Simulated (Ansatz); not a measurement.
# C: the cost of one run

Program: Ansatz 0.2.0. Level of theory: DFT PBE, scalar-relativistic, plane waves, PAW. These are calculated values, not measurements.

A COD entry behind a cell of this session may itself be a prediction, so a difference from it is no test against experiment.

11 further runs of the same task are left out: 11 set aside as unsound or not needed.

## 1. Starting point

The structure is hexagonal, space group P6_3/mmc (No. 194). The conventional cell has a = 2.518 Å, b = 2.518 Å, c = 8.305 Å, α = 90.00°, β = 90.00°, γ = 120.00°. C (site symmetry 3m) is surrounded by 4 C at 1.54 Å. C (site symmetry 3m) has 4 C at 1.54 to 1.57 Å as nearest neighbours.

Coordinates:

```cif
data_structure
_symmetry_space_group_name_H-M 'P6_3/mmc'
_symmetry_Int_Tables_number 194
_cell_length_a 2.5181
_cell_length_b 2.5181
_cell_length_c 8.3047
_cell_angle_alpha 90.000
_cell_angle_beta 90.000
_cell_angle_gamma 120.000
_cell_volume 45.60
loop_
_atom_site_label
_atom_site_type_symbol
_atom_site_symmetry_multiplicity
_atom_site_Wyckoff_symbol
_atom_site_fract_x
_atom_site_fract_y
_atom_site_fract_z
_atom_site_occupancy
C1 C 4 e 0.00000 0.00000 0.09297 1
C2 C 4 f 0.33333 0.66667 0.15553 1
```

It is the result of an earlier relaxation at this level (volume 5.70 Å³/atom; gap on the mesh: 4.54 eV).

## 2. The scan

The energy is mapped over a normal mode and a strain (zone-centre modes of the cell shown) (x along [1 0 0], y along [1 2 0], z along [0 0 1] of the conventional cell).

- amplitude of mode 14 (1190 cm⁻¹), largest displacement in the unstrained cell: 11 values from −0.060 to 0.060 Å
- equal normal strain along x, y and z: 7 values from −2.50 to 2.50 %

Nothing else is relaxed (the pattern is fixed in fractional coordinates). Energies count from the relaxed high-symmetry cell. Points are written as (first, second).

The modes come from a phonon run on the reference cell, made beforehand.

The patterns, per unit of each coordinate (Å):

```
atom     x1      y1     z1
  C1  0.000   1.000  0.000
  C2  0.000   1.000  0.000
  C3  0.000   1.000  0.000
  C4  0.000   1.000  0.000
  C5  0.000  -1.000  0.000
  C6  0.000  -1.000  0.000
  C7  0.000  -1.000  0.000
  C8  0.000  -1.000  0.000
```

## 3. The run at (−0.060 Å, 2.50 %)

Input file input.yaml:

```yaml
crystal:
  lattice:
    - [2.5810158241, 0.0, 0.0]
    - [-1.290507912, 2.2352252712, 0.0]
    - [0.0, 0.0, 8.5123092337]
  atoms:
    - { symbol: C, position: [-0.0137570027, -0.0275140053, 0.0929732494] }
    - { symbol: C, position: [-0.0137570027, -0.0275140053, 0.5929732494] }
    - { symbol: C, position: [-0.0137570027, -0.0275140053, 0.4070267506] }
    - { symbol: C, position: [-0.0137570027, -0.0275140053, 0.9070267506] }
    - { symbol: C, position: [0.347090336, 0.694180672, 0.1555299995] }
    - { symbol: C, position: [0.6804236693, 0.3608473387, 0.6555299995] }
    - { symbol: C, position: [0.347090336, 0.694180672, 0.3444700005] }
    - { symbol: C, position: [0.6804236693, 0.3608473387, 0.8444700005] }
basis:
  ecutwfc: 520.0
kpoints:
  mp_grid: { grid: [12, 12, 4] }
hamiltonian:
  xc: pbe
  pseudopotentials: { kind: paw, azcp: { folder: soft_1 } }
scf:
  occupations: { method: gaussian, width: 0.05 }
output:
  forces: true
  stress: true
  eigenvalues: true
```

Command:

```sh
ansatz run input.yaml --threads 2 --pin off --max-ram 4096MiB --backend cpu --events-out ev --progress --plain --runs-dir out
```

**Question.** How long does this run take on 2 threads of Arm Neoverse N1, shared host, and how much memory does it need?

About 16 s, with a peak of 0.4 GiB.
